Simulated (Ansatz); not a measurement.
# SnSe2 (P-3m1) in Ansatz: single point with PBE

Aim: the single point of SnSe2 with PBE.

All numbers are computed with Ansatz 0.2.0; they aren't measurements. Logs are shortened: lines on timing, memory, paths and dates and some standing lists are left out, and cuts for length are marked.

## 1. Starting point

Symmetry: P-3m1, No. 164, trigonal system. The conventional cell has a = 3.811 Å, b = 3.811 Å, c = 6.136 Å, α = 90.00°, β = 90.00°, γ = 120.00°. Sn (site symmetry -3m) has 6 Se at 2.68 Å as nearest neighbours. Se (site symmetry 3m) is surrounded by 3 Sn at 2.68 Å.

## 2. Single point, PBE

input.yaml

```yaml
crystal:
  lattice:
    - [3.811, 0.0, 0.0]
    - [-1.9055, 3.3004228138, 0.0]
    - [0.0, 0.0, 6.136]
  atoms:
    - { symbol: Sn, position: [0.0, 0.0, 0.0] }
    - { symbol: Se, position: [0.6666666667, 0.3333333333, 0.751] }
    - { symbol: Se, position: [0.3333333333, 0.6666666667, 0.249] }
hamiltonian:
  xc: pbe
  pseudopotentials: { kind: paw }
kpoints:
  mp_grid: { grid: [8, 8, 5] }
scf:
  occupations: { method: gaussian, width: 0.03 }
output:
  forces: true
  stress: true
  eigenvalues: true
  write_density: true
  write_potential: true
  elf: true
  volumetric_format: npy
```

Potentials or basis: Ansatz PAW.

Run with:

```
$ ansatz run input.yaml --threads 2 --pin off --max-ram 5632MiB --backend cpu --events-out ev --progress --plain --runs-dir out
```

Log:

```text
Warning: RAYON_NUM_THREADS=2 ignored (pool sized by the plan → 2); use --threads N
Engine: ansatz 0.2.0, x86_64-unknown-linux-gnu
Pseudopotentials: kind: paw
Pseudopotential: Sn, paw, valence charge 14, recommended cutoff 420 eV (normal), Sn.paw.azcp
Pseudopotential: Se, paw, valence charge 16, recommended cutoff 420 eV (normal), Se.paw.azcp
Functional definition: PBE
  parameter kappa = 0.804
  parameter beta = 0.06672455060314922
  exchange = pbe_x(kappa = kappa, mu = beta*pi^2/3)
  correlation = pbe_c(beta = beta)
Crystal: 3 atoms, lattice volume = 77.178 Å³
Basis set: ecut = 420 eV, 1485 PW (Γ), exchange–correlation on 54×54×90 points (8 copies of the dense FFT grid, shifted against one another)
Bands: 28, of which v1, the nominal top of the filled ones, is band 23 counted from 1 (22 counted from 0)
Symmetry: 12 space group operations
Space group: P-3m1 (ITA 164), of the structure as read, at distance tolerance 4.3e-5 Å
k-points: 40 of 320
Non-local potential: Sn, projectors of the file, l = 0: 2, l = 1: 2, l = 2: 2, l = 3: 2
Non-local potential: Se, projectors of the file, l = 0: 2, l = 1: 2, l = 2: 3, l = 3: 1
PAW form: soft (Blöchl's): semilocal exchange-correlation on the pseudo side does not see the compensation charge
PAW one-centre angular grid: Sn, 590 points (default); XC on 64 Gauss nodes
PAW one-centre angular grid: Se, 590 points (default); XC on 64 Gauss nodes
Initial density: superposition of atomic densities (neutral atoms: chi_scale 0, normalization atom), corrected by the library's trained network
Initial wavefunctions: pseudopotential atomic-orbital guess
Functional: x = pbe(κ = 0.804, μ = 0.2195149727645171), c = pbe(β = 0.06672455060314922)
SCF iter   1: F=—  HF=-16963.274136 eV  |F-HF|=—  |Δ(HF+E_count)|=         —  Δρ=1.53e-3  dr2=2.66e-3  ethr=1.77e-3  ⟨swp⟩=6.6  Hψ=5017  notcnv=0
preconditioner: auto → Resta (q_TF=auto, 2.503 Å⁻¹)  ε∞=2.8  [insulator: Δε(μ)=0.828 eV  Ē_g=16.241 eV  σ=0.030 eV  W_gap=1.00  n_scr=22 (ndim 8)  ℏωp=21.6 eV  f_vac=0.080  D(μ)=0.00/eV (n_scr^D=0)  ε∞_Penn≈2.8]
SCF iter   2: F=—  HF=-16963.272846 eV  |F-HF|=—  |Δ(HF+E_count)|=   1.29e-3  Δρ=7.10e-4  dr2=2.38e-4  ethr=5.77e-6  ⟨swp⟩=2.5  Hψ=2451  notcnv=0  defer=38
SCF iter   3: F=—  HF=-16963.272940 eV  |F-HF|=—  |Δ(HF+E_count)|=   9.44e-5  Δρ=3.35e-4  dr2=4.45e-5  ethr=5.17e-7  ⟨swp⟩=2.0  Hψ=2000  notcnv=0  defer=38
SCF iter   4: F=—  HF=-16963.272974 eV  |F-HF|=—  |Δ(HF+E_count)|=   3.37e-5  Δρ=9.99e-5  dr2=4.61e-6  ethr=9.68e-8  ⟨swp⟩=2.0  Hψ=1400  notcnv=0  defer=38
SCF iter   5: F=—  HF=-16963.272979 eV  |F-HF|=—  |Δ(HF+E_count)|=   5.16e-6  Δρ=1.78e-5  dr2=2.49e-7  ethr=1.00e-8  ⟨swp⟩=2.0  Hψ=1400  notcnv=0  defer=38
SCF iter   6: F=-16963.272980 eV  HF=-16963.272979 eV  |F-HF|=2.30e-8  |Δ(HF+E_count)|=   2.99e-7  Δρ=5.82e-6  dr2=3.37e-8  ethr=2.17e-10  ⟨swp⟩=12.2  Hψ=8777  notcnv=0
SCF 1 converged in 6 iterations: F = -16963.272980 eV  dr2 = 3.37e-8
SCF converged after 6 iterations
Free energy (F): -16963.272980 eV
Harris-Foulkes:  -16963.272979 eV  (|F-HF|=2.30e-8)
Internal energy: -16963.272980 eV  (E = F + TS)
E sigma→0 (E₀):  -16963.272980 eV
Fermi energy:    8.518480 eV
--- Per-component energies (eV) ---
  E_band       = -857.755991
  E_kinetic    = 426.732156
  E_local      = -6101.089955  (includes V_loc(G=0)·N_el)
  E_nonlocal   = -1222.490474
  E_hartree    = 3128.141234
  E_xc         = -590.530804
  E_vxc        = -292.288372  (∫ρ·V_xc dr)
  E_paw        = -7963.839293  (= ΣΔE_a)
  E_vpaw       = 75.102107  (= ΣTr[D̂ρ^β])
  E_aug_tail   = -0.001222  (compensation charges beyond the density's cutoff)
  E_ewald      = -4640.194622
  E_smearing   = -0.000000  (= −TS)
  E_closure    = 0.000000  (closes the sum)
  Σ components = -16963.272980   (vs F -16963.272980, Δ=0.00e0)
--- Forces (eV/Å), atoms counted from 1 ---
  atom   1  Sn     0.00000000    -0.00000000     0.00000000
  atom   2  Se    -0.00000000    -0.00000000    -0.78743170
  atom   3  Se     0.00000000     0.00000000     0.78743170
  max |Σ_I F_I| component: 9.25e-18 eV/Å
--- Stress (GPa, compression-positive) ---
        5.040489      -0.000000      -0.000000
       -0.000000       5.040489       0.000000
       -0.000000       0.000000       6.534833
  P = ⅓ Tr σ = 5.5386 GPa (55.386 kbar)
--- Band table (eV; the first three rows and the last of 40) ---
  k-point 0: bands = ["-38.6812", "-38.6812", "-38.6812", "-38.6812", "-38.6456", "-38.6456", "-38.6449", "-38.6449", "-38.6316", "-38.6314", "-13.1517", "-13.1517", "-13.1128", "-13.0983", "-13.0983", "-5.8859", "-4.1103", "2.0506", "7.4148", "7.4148", "7.7205", "7.7205", "8.1053", "9.2093", "11.0656", "12.7588", "12.7588", "16.2541"]
  k-point 1: bands = ["-38.6812", "-38.6812", "-38.6812", "-38.6812", "-38.6455", "-38.6455", "-38.6450", "-38.6450", "-38.6316", "-38.6314", "-13.1517", "-13.1517", "-13.1127", "-13.0983", "-13.0983", "-5.8336", "-4.2225", "2.3231", "7.2427", "7.3761", "7.3761", "7.7803", "7.7803", "9.8698", "11.0716", "12.6620", "12.6620", "16.4763"]
  k-point 2: bands = ["-38.6812", "-38.6812", "-38.6812", "-38.6812", "-38.6454", "-38.6454", "-38.6451", "-38.6451", "-38.6316", "-38.6315", "-13.1517", "-13.1517", "-13.1127", "-13.0983", "-13.0983", "-5.7341", "-4.4135", "2.8594", "6.2420", "7.3307", "7.3307", "7.8608", "7.8608", "10.4730", "11.0505", "12.5131", "12.5131", "16.3535"]
  k-point 39: bands = ["-38.6810", "-38.6809", "-38.6807", "-38.6807", "-38.6456", "-38.6454", "-38.6454", "-38.6452", "-38.6312", "-38.6312", "-13.1870", "-13.1587", "-13.1046", "-13.0883", "-13.0783", "-3.8787", "-3.6833", "0.7228", "3.7270", "4.0867", "4.7846", "7.4574", "7.7291", "10.3914", "12.9529", "13.1833", "14.4095", "15.5364"]
```

Wall time 5.9 s (2 threads of Intel Xeon at 2.50GHz (Skylake/Cascade Lake), shared host); peak memory 0.42 GiB.

What came out:

```
Free energy            : -16963.2730 eV
Pressure               : 5.5 GPa
Largest force          : 0.787 eV/Å
Band gap on the k mesh : 0.81 eV, indirect (least direct gap 1.10 eV)
```

Forces on the atoms (eV/Å):
```
Sn   0.000  0.000  0.000
Se   0.000  0.000 -0.787
Se   0.000  0.000  0.787
```

Stress tensor (GPa, compression positive):
```
5.04 0.00 0.00
0.00 5.04 0.00
0.00 0.00 6.53
```

Caveat: odd divisions of the mesh miss points on the zone boundary, where band edges often lie, so the gap on the mesh can be too wide; spin-orbit coupling is left out, which moves the levels of the heavy elements; this functional lacks dispersion, which binds the layers, so the pressure and a relaxed spacing across them are unreliable. A k mesh can miss the band edges.
